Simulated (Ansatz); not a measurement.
Input:

RuO₂ (rutile)

```
CELL_PARAMETERS angstrom
      4.47993     0.00000     0.00000
      0.00000     4.47993     0.00000
      0.00000     0.00000     3.10691
ATOMIC_POSITIONS crystal
  Ru 0.50000 0.50000 0.50000
  Ru 0.00000 0.00000 0.00000
  O  0.80532 0.80532 0.50000
  O  0.30532 0.69468 0.00000
  O  0.69468 0.30532 0.00000
  O  0.19468 0.19468 0.50000
```

The volume is varied about the relaxed value V₀ at fixed cell shape. The atoms relax within the cell's symmetry.

All values below come from r2SCAN (plane waves to 500 eV, PAW, scalar-relativistic; Ansatz, an electronic-structure program). k mesh 11×11×15 (Γ-centred), Fermi-Dirac smearing 0.05 eV. E stands for the smeared free energy. Stress and pressure are positive under compression. With the shape held, the modulus is that of even scaling; a crystal free to change shape is softer. RuO2 is run without spin polarisation and with no Hubbard U. RuO2 was relaxed with its symmetry unable to fall. ΔE is measured from the relaxed starting cell.

The scan covers V/V₀ from 0.940 to 1.060 in 13 points.

**Question.** What is ΔE at V/V₀ = 0.940?

**Answer.** 38 meV/atom.

**Question.** What is ΔE at V/V₀ = 1.060?

**Answer.** 30 meV/atom.

**Question.** What pressure does the cell carry at V/V₀ = 0.940?

**Answer.** 20.7 GPa.

(Under strain, the slope of the energy per volume gives the stress and its curvature an elastic modulus.)
